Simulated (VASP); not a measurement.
VASP 6.6.1 run: LiH

INCAR

```
LASPH = .TRUE.
ALGO = Eigenval
GGA = CA
IBRION = -1
LCHARG = .FALSE.
ISMEAR = 0
SIGMA = 0.01
LREAL = .FALSE.
NSW = 0
ENCUT = 520
LWAVE = .FALSE.
NELM = 53
NBANDS = 9
EDIFF = 1E-7
PREC = Accurate
ISIF = 2
```

KPOINTS

```
KPOINTS created by Atomic Simulation Environment
0
Gamma
10 10 10
0 0 0
```

POSCAR

```
Li H
 1.0000000000000000
     2.5016587116031355   -0.0000000000000000    0.0000000000000000
    -0.0000000000000000    2.5016587116031355    0.0000000000000000
     0.0000000000000000    0.0000000000000000    2.5016587116031355
 Li  H
   1   1
Cartesian
  0.0000000000000000  0.0000000000000000 -0.0000000000000000
  1.2508293558015677  1.2508293558015677  1.2508293558015677
```

The recommended LDA PAW datasets give the neutral cell 4 valence electrons.

Command

```
mpirun -np 1 vasp_std
```

OSZICAR

```
N       E                     dE             d eps       ncg     rms          rms(c)
EIG:   1     0.338584889274E+03    0.33858E+03    0.00000E+00     0   0.000E+00
EIG:   2     0.338584889274E+03    0.97771E-11    0.00000E+00     0   0.000E+00
EIG:   3     0.338584889274E+03   -0.21373E-10    0.00000E+00     0   0.000E+00
EIG:   4     0.338584889274E+03    0.34333E-10    0.00000E+00     0   0.000E+00
EIG:   5     0.338584889274E+03   -0.19668E-10    0.00000E+00     0   0.000E+00    0.183E+01
EIG:   6     0.351817027286E+03    0.13232E+02    0.00000E+00     0   0.000E+00    0.113E+01
EIG:   7     0.359555061909E+03    0.77380E+01    0.00000E+00     0   0.000E+00    0.466E-01
EIG:   8     0.359570638503E+03    0.15577E-01    0.00000E+00     0   0.000E+00    0.737E-02
EIG:   9     0.359570869863E+03    0.23136E-03    0.00000E+00     0   0.000E+00    0.143E-02
EIG:  10     0.359570905660E+03    0.35797E-04    0.00000E+00     0   0.000E+00    0.552E-04
EIG:  11     0.359570905660E+03    0.27853E-09    0.00000E+00     0   0.000E+00
   1 F= 0.35957091E+03 E0= 0.35957102E+03  d E =-.226193E-03
```

Standard output (part)

```
POSCAR found type information on POSCAR LiH
 POSCAR found :  2 types and       2 ions
 LDA part: xc-table for (Slater(with rela. corr.)+CA(PZ))
 , standard interpolation
 POSCAR, INCAR and KPOINTS ok, starting setup
 WAVECAR not read
 entering main loop
|     Your highest band is occupied at some k-points! Unless you are          |
|     performing a calculation for an insulator or semiconductor, without     |
|     unoccupied bands, you have included TOO FEW BANDS!! Please increase     |
|     the parameter NBANDS in file INCAR to ensure that the highest band      |
|     is unoccupied at all k-points. It is always recommended to include      |
|     a few unoccupied bands to accelerate the convergence of                 |
|     molecular-dynamics runs (even for insulators or semiconductors),        |
|     since the presence of unoccupied bands improves wavefunction            |
|     prediction and helps to suppress 'band-crossings'.                      |
```

It converged. Results: gap between bands v and c on the k mesh -7.27 eV (bands overlap: a metal); least direct gap on the k mesh 2.95 eV; pressure 1922.5 GPa. Band v is the last that the valence electrons fill when counted band by band, and c is the next.

Problem. Why shouldn't this run be trusted?

Solution. No self-consistency without orbitals. On sound settings LDA gives a gap of 0.38 eV on its mesh and a pressure of -2.5 GPa for the intended cell. This run's energy (σ→0) differs from it by 182799 meV an atom.
